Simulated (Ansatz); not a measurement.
## Sensitivity of the G0W0 gap of PbI2 (P-3m1)

A base run on PbI2 (P-3m1), then changed inputs.

Program: Ansatz 0.2.0. Level of theory: G0W0 on PBE, plane waves, PAW. Results are calculated unless marked as measured.

## 1. Starting point

It takes space group P-3m1 (No. 164, trigonal). Conventional cell: a = 4.555 Å, b = 4.555 Å, c = 6.977 Å, α = 90.00°, β = 90.00°, γ = 120.00°. Nearest to Pb lie 6 I at 3.21 Å. Nearest to I lie 3 Pb at 3.21 Å. Farther neighbours and most contacts between anions are not listed.

Structure file:

```cif
data_structure
_symmetry_space_group_name_H-M 'P 1'
_symmetry_Int_Tables_number 1
_cell_length_a 4.5550
_cell_length_b 4.5550
_cell_length_c 6.9770
_cell_angle_alpha 90.000
_cell_angle_beta 90.000
_cell_angle_gamma 120.000
_cell_volume 125.36
loop_
_atom_site_label
_atom_site_type_symbol
_atom_site_fract_x
_atom_site_fract_y
_atom_site_fract_z
_atom_site_occupancy
Pb1 Pb 0.00000 0.00000 0.00000 1
I2 I 0.33333 0.66667 0.26500 1
I3 I 0.66667 0.33333 0.73500 1
```

The cell and positions come from the Crystallography Open Database and are kept as given unless a step says otherwise. Spin-orbit coupling is left out unless a step names it. The default PAW set here is soft_2. Its files were made with PBE.

## 2. The base run: 6×6×2 mesh, 374 empty bands, screening to 120 eV

G0W0 replaces the xc potential by the self-energy, built once from these orbitals. Only a window of levels is corrected, while the sums run over the empty bands that the input names.

input.yaml reads:

```yaml
crystal:
  lattice:
    - [4.555, 0.0, 0.0]
    - [-2.2775, 3.9447457142, 0.0]
    - [0.0, 0.0, 6.977]
  atoms:
    - { symbol: Pb, position: [0.0, 0.0, 0.0] }
    - { symbol: I, position: [0.3333333333, 0.6666666667, 0.265] }
    - { symbol: I, position: [0.6666666667, 0.3333333333, 0.735] }
kpoints:
  mp_grid: { grid: [6, 6, 2] }
hamiltonian:
  xc: pbe
scf:
  occupations: { method: fixed }
gw:
  n_empty_bands: 374
  ecut_chi: 120
  qp_bands: [v2, c2]
  qp_kpoints: band_edges
  screening: { model: contour_deformation }
```

Launch:

```
> ansatz run input.yaml --threads 3 --pin off --max-ram 92160MiB --backend cuda --events-out ev --progress --plain --runs-dir out --devices 1 --max-vram 13GiB  # rebuilt from the run's record
```

Numbers of over 12 decimals in the logs are rounded to 6 here.

Log:

```text
GPUs: using 1 of 1 available (devices: 1).
Engine: ansatz 0.2.0, x86_64-unknown-linux-gnu
Pseudopotentials: kind: paw
Pseudopotential: Pb, paw, valence charge 14, recommended cutoff 420 eV (normal), Pb.paw.azcp
Pseudopotential: I, paw, valence charge 17, recommended cutoff 420 eV (normal), I.paw.azcp
Functional definition: PBE
  parameter kappa = 0.804
  parameter beta = 0.066725
  exchange = pbe_x(kappa = kappa, mu = beta*pi^2/3)
  correlation = pbe_c(beta = beta)
device memory: the entry about to start is reckoned to put 1.0 GiB on a device that reports 42.0 GiB free (of which the cap on the GPU budget leaves the run 13.0 GiB)
GPU FFT provider: cuFFT
GPU libraries: cuBLAS 13.8.2, cuFFT 12.4.0, cuSOLVER 12.3.4
Crystal: 3 atoms, lattice volume = 125.365 Å³
Basis set: ecut = 420 eV, 2453 PW (Γ)
Bands: 29, of which v1, the nominal top of the filled ones, is band 24 counted from 1 (23 counted from 0)
Symmetry: 12 space group operations
Space group: P-3m1 (ITA 164), of the structure as read, at distance tolerance 5.0e-5 Å
k-points: 14 of 72
Non-local potential: Pb, projectors of the file, l = 0: 2, l = 1: 2, l = 2: 2, l = 3: 2
Non-local potential: I, projectors of the file, l = 0: 2, l = 1: 2, l = 2: 2, l = 3: 2
PAW form: soft (Blöchl's): semilocal exchange-correlation on the pseudo side does not see the compensation charge
PAW one-centre angular grid: Pb, 590 points (default); XC on 64 Gauss nodes
PAW one-centre angular grid: I, 590 points (default); XC on 64 Gauss nodes
Initial density: superposition of atomic densities (neutral atoms: chi_scale 0, normalization atom), corrected by the library's trained network
Initial wavefunctions: pseudopotential atomic-orbital guess
GPU buffer pool allocated for 49152 grid points (all kernels)
GPU transforms: local potential and band sums: pruned to the plane-wave sphere, on 30×32×48
Functional: x = pbe(κ = 0.804, μ = 0.219515), c = pbe(β = 0.066725)
SCF iter   1: F=—  HF=-26934.180172 eV  |F-HF|=—  |Δ(HF+E_count)|=         —  Δρ=5.95e-4  dr2=2.74e-4  ethr=1.77e-3  ⟨swp⟩=5.0  Hψ=1594  notcnv=0  defer=37
preconditioner: auto → Resta (q_TF=auto, 2.325 Å⁻¹)  ε∞=2.7  [insulator: Δε(μ)=2.218 eV  Ē_g=13.440 eV  n_scr=22 (ndim 8)  ℏωp=17.5 eV  f_vac=0.121  ε∞_Penn≈2.7]
SCF iter   2: F=—  HF=-26934.179760 eV  |F-HF|=—  |Δ(HF+E_count)|=   4.13e-4  Δρ=3.74e-4  dr2=1.54e-4  ethr=5.71e-7  ⟨swp⟩=3.0  Hψ=1056  notcnv=0  defer=39
SCF iter   3: F=—  HF=-26934.179808 eV  |F-HF|=—  |Δ(HF+E_count)|=   4.87e-5  Δρ=2.27e-4  dr2=3.83e-5  ethr=3.21e-7  ⟨swp⟩=3.0  Hψ=727  notcnv=0  defer=38
SCF iter   4: F=—  HF=-26934.179900 eV  |F-HF|=—  |Δ(HF+E_count)|=   9.23e-5  Δρ=5.44e-5  dr2=2.64e-6  ethr=7.97e-8  ⟨swp⟩=2.0  Hψ=743  notcnv=0  defer=38
[...]
--- Per-component energies (eV) ---
  E_band       = -870.768954
  E_kinetic    = 664.339312
  E_local      = -5494.410688  (includes V_loc(G=0)·N_el)
  E_nonlocal   = 168.045928
  E_hartree    = 2671.650854
  E_xc         = -477.282891
  E_vxc        = -389.784571  (∫ρ·V_xc dr)
  E_paw        = -20034.837062  (= ΣΔE_a)
  E_vpaw       = -1162.243959  (= ΣTr[D̂ρ^β])
  E_aug_tail   = 0.000029  (compensation charges beyond the density's cutoff)
  E_ewald      = -4431.685384
  E_smearing   = -0.000000  (= −TS)
  E_closure    = -0.000000  (closes the sum)
  Σ components = -26934.179902   (vs F -26934.179902, Δ=0.00e0)
--- Band table (eV; the first three rows and the last of 14) ---
  k-point 0: bands = [... 20 lower, 4.1318, 4.2229, 4.2229, 4.4461, 7.6211, 8.5177, 8.5177, 11.5702, ... 1 higher]
  k-point 1: bands = [... 20 lower, 3.9969, 4.4013, 4.4013, 5.1631, 7.3786, 8.3310, 8.3310, 11.5788, ... 1 higher]
  k-point 2: bands = [... 20 lower, 3.6884, 4.4149, 4.5206, 4.9283, 7.9828, 8.4197, 8.6833, 11.5457, ... 1 higher]
  k-point 13: bands = [... 20 lower, 2.4822, 4.3867, 4.3867, 5.0779, 8.5345, 8.5345, 9.3305, 12.2158, ... 1 higher]
--- G₀W₀: contour deformation, 6 samples at zero and on the imaginary axis and 1 off it, 72 q-points, 374 empty bands' worth ---
  eigenvalues of the whole cell's RPA ε∞ on this k-mesh (on a slab, of 1 + 4πα/V) = 4.6574, 6.2645, 6.2645; static W/v taken at q = 0 is 0.187889
  gw.qp_kpoints: band_edges: 12 of 14 stored k-points solved, in 1 pass; an edge of the gap read off the rows below is read off those points alone
    valence top: of the k-points left out ik 5 came nearest to being solved in a further pass, in band 24 (counted from 1, as in the quasiparticle table): it holds the edge there only if its correction is more favourable than any solved in that band by at least 0.628 eV; those differ by 0.090 eV
    conduction bottom: of the k-points left out ik 5 came nearest to being solved in a further pass, in band 25 (counted from 1, as in the quasiparticle table): it holds the edge there only if its correction is more favourable than any solved in that band by at least 1.056 eV; those differ by 0.097 eV
    ik  band        ε_KS         Σx   Σc(E_QP)       V_xc       Z   E_QP_lin       E_QP  E_QP is
     0    23      4.2229   -17.3307     1.9338   -14.5222  0.7476     3.3307     3.3482  root
     0    24      4.4461   -17.3332     1.8781   -14.6333  0.7469     3.6091     3.6245  root
     0    25      7.6211    -7.5749    -3.3938   -11.1275  0.7943     7.7802     7.7798  root
     0    26      8.5177    -8.5380    -3.5680   -12.3743  0.7810     8.7872     8.7861  root
     1    23      4.4013   -17.4463     1.8525   -14.7289  0.7510     3.5202     3.5364  root
     1    24      5.1631   -17.2543     1.1452   -15.3454  0.7673     4.3897     4.3994  root
     1    25      7.3786    -7.4350    -3.3968   -10.9899  0.7985     7.5370     7.5367  root
     1    26      8.3310    -8.3270    -3.4678   -12.0476  0.7854     8.5846     8.5837  root
[...]
13    23      4.3867   -17.4043     1.9254   -14.6073  0.7480     3.4980     3.5151  root
    13    24      5.0779   -17.3909     1.3151   -15.2883  0.7637     4.2794     4.2904  root
    13    25      8.5345    -8.0406    -3.5292   -11.8026  0.7855     8.7681     8.7673  root
    13    26      8.5345    -8.0406    -3.5292   -11.8026  0.7855     8.7681     8.7673  root
[key lines of the parts left out:]
SCF converged after 6 iterations
Free energy (F): -26934.179902 eV
Fermi energy:    5.163079 eV
```

Elapsed: 35 s, on 1 × NVIDIA H100 80GB HBM3 (shared by 6 runs) with 3 threads of AMD EPYC 7R13 (Zen 3), shared host; peak memory 1.6 GiB.

This step gave:

| Property | Result |
| --- | --- |
| bands summed | 398 |
| RPA ε∞ on this mesh (eigenvalues) | 4.657, 6.265, 6.265 |
| plane waves in the screening matrix | 379 |
| q-points in the mesh | 72 |
| G0W0 gap on the mesh | 3.137 eV |
| k of the valence top | 0, 0, -0.5 |
| k of the conduction bottom | 0, 0, -0.5 |
| starting gap on the mesh | 2.215 eV |
| Z at the valence top | 0.7673 |
| Z at the conduction bottom | 0.7985 |
| least direct G0W0 gap on the computed points | 3.137 eV |

The gap on the mesh goes from 2.22 eV to 3.14 eV, a correction of +0.92 eV. Between the two edge states, bare exchange in place of the xc potential would open the gap by 5.46 eV, and correlation takes back 4.54 eV.

## 3. Variant: accuracy level

input.yaml, as its differences from that of step 2:

```diff
@@ -16,4 +16,4 @@
 gw:
-  n_empty_bands: 374
-  ecut_chi: 120
+  n_empty_bands: 284
+  ecut_chi: 100
   qp_bands: [v2, c2]
@@ -21 +21,2 @@
   screening: { model: contour_deformation }
+accuracy: low
```

Log:

```text
settings of this run that can trade accuracy for cost: accuracy: low. Do not mix this run's numbers with those of runs without the same settings; the input reference describes each key
GPUs: using 1 of 1 available (devices: 1).
[...]
GPU FFT provider: cuFFT
GPU libraries: cuBLAS 13.8.2, cuFFT 12.4.0, cuSOLVER 12.3.4
Crystal: 3 atoms, lattice volume = 125.365 Å³
Basis set: ecut = 420 eV, 2453 PW (Γ)
Bands: 29, of which v1, the nominal top of the filled ones, is band 24 counted from 1 (23 counted from 0)
Symmetry: 12 space group operations
[...]
k-points: 14 of 72
[...]
GPU buffer pool allocated for 49152 grid points (all kernels)
[...]
SCF iter   1: F=—  HF=-26934.180172 eV  |F-HF|=—  |Δ(HF+E_count)|=         —  Δρ=5.95e-4  dr2=2.74e-4  ethr=1.77e-3  ⟨swp⟩=5.0  Hψ=1594  notcnv=0  defer=37
[...]
SCF iter   6: F=-26934.179902 eV  HF=-26934.179902 eV  |F-HF|=7.50e-8  |Δ(HF+E_count)|=   3.35e-7  Δρ=9.52e-6  dr2=7.61e-8  ethr=2.08e-10  ⟨swp⟩=9.4  Hψ=2200  notcnv=0
SCF 1 converged in 6 iterations: F = -26934.179902 eV  dr2 = 7.61e-8
[...]
NSCF: frozen V_eff on 14 k-points, pencils in batches of 32, up to order 116
[...]
NSCF: frozen V_eff on 14 k-points
G₀W₀ screening: q 1/14
[... further progress lines ...]
SCF converged after 6 iterations
Free energy (F): -26934.179902 eV
[...]
Internal energy: -26934.179902 eV  (E = F + TS)
E sigma→0 (E₀):  -26934.179902 eV
Fermi energy:    5.163079 eV
[...]
--- Band table (eV; the first three rows and the last of 14) ---
  k-point 0: bands = [... 20 lower, 4.1318, 4.2229, 4.2229, 4.4461, 7.6211, 8.5177, 8.5177, 11.5702, ... 1 higher]
  k-point 1: bands = [... 20 lower, 3.9969, 4.4013, 4.4013, 5.1631, 7.3786, 8.3310, 8.3310, 11.5788, ... 1 higher]
  k-point 2: bands = [... 20 lower, 3.6884, 4.4149, 4.5206, 4.9283, 7.9828, 8.4197, 8.6833, 11.5457, ... 1 higher]
  k-point 13: bands = [... 20 lower, 2.4822, 4.3867, 4.3867, 5.0779, 8.5345, 8.5345, 9.3305, 12.2158, ... 1 higher]
[...]
bands read: the sum over 308 bands ends inside a degenerate multiplet in 2 slots, whose members it reads at an even weight; the widest, k=0: bands 308 to 309 (counted from 1) at 1/2 each
[...]
0    23      4.2229   -17.3307     2.0093   -14.5222  0.7480     3.4093     3.4238  root
     0    24      4.4461   -17.3332     1.9563   -14.6333  0.7473     3.6901     3.7026  root
     0    25      7.6211    -7.5749    -3.3388   -11.1275  0.7947     7.8355     7.8349  root
     0    26      8.5177    -8.5380    -3.5075   -12.3743  0.7814     8.8483     8.8466  root
     1    23      4.4013   -17.4463     1.9303   -14.7289  0.7514     3.6009     3.6142  root
     1    24      5.1631   -17.2543     1.2312   -15.3454  0.7679     4.4779     4.4854  root
     1    25      7.3786    -7.4350    -3.3419   -10.9899  0.7989     7.5921     7.5916  root
     1    26      8.3310    -8.3270    -3.4104   -12.0476  0.7857     8.6425     8.6411  root
[...]
13    23      4.3867   -17.4043     2.0023   -14.6073  0.7485     3.5779     3.5921  root
    13    24      5.0779   -17.3909     1.4004   -15.2883  0.7643     4.3670     4.3757  root
    13    25      8.5345    -8.0406    -3.4697   -11.8026  0.7858     8.8280     8.8267  root
    13    26      8.5345    -8.0406    -3.4697   -11.8026  0.7858     8.8280     8.8267  root
```

The job ended after 46 s (1 × NVIDIA H100 80GB HBM3 (shared by 6 runs) with 3 threads; peak memory 1.4 GiB; 82 s of CPU time).

The G0W0 gap on the mesh is 3.106 eV.

Against the base:

| setting | base | variant |
| --- | --- | --- |
| empty bands | 374 | 284 |
| screening cutoff (eV) | 120 | 100 |
| accuracy | - | low |

| quantity | variant | base |
| --- | --- | --- |
| starting gap on the mesh | 2.215 | 2.215 |
| G0W0 gap on the mesh | 3.106 | 3.137 |
| least direct G0W0 gap on the computed points | 3.106 | 3.137 |
| Z at the valence top | 0.768 | 0.767 |
| Z at the conduction bottom | 0.799 | 0.798 |

## 4. Outcome

| Property | Result |
| --- | --- |
| base | 3.14 eV, 35 s |
| accuracy level | 3.11 eV, 46 s |

In words: Accuracy level: the gap moves by −0.03 eV. The variant differs from the base in empty bands, screening cutoff and accuracy together, so the change can't be laid to one of them. All runs here use a coarse mesh and modest cutoffs; they test settings and are not final values. The 6×6×2 mesh is coarse for this cell (its supercell is 14 Å along the shortest edge). The RPA ε∞ on it, from the PBE start, is 4.66 and 6.26; such meshes misread the long-range screening, most where the gap is narrow. Where an edge is built on 6p states of lead, bismuth or thallium, scalar-relativistic gaps usually stand too wide, by a few tenths to over one eV. The many-body steps are scalar-relativistic: spin-orbit coupling is not in them.

[Paths, hosts, dates, memory and timing lines, banners, echoed tables and standing remarks are left out of the program output.]

[Logs are printed without paths, hosts, clocks, repeated set-up lines and the standing remarks that a program may print on its own settings, such as how far it seeks lower states.]

[Runs of the session that timed out or met a known fault of the program may be left out.]

[Cells called generated may have been cut or substituted from an entry of the Crystallography Open Database or the Materials Project.]

[Hosts, paths, dates, database ids (printed as entryN), source tags and the programs' standing remarks are cut or masked in the printed files.]
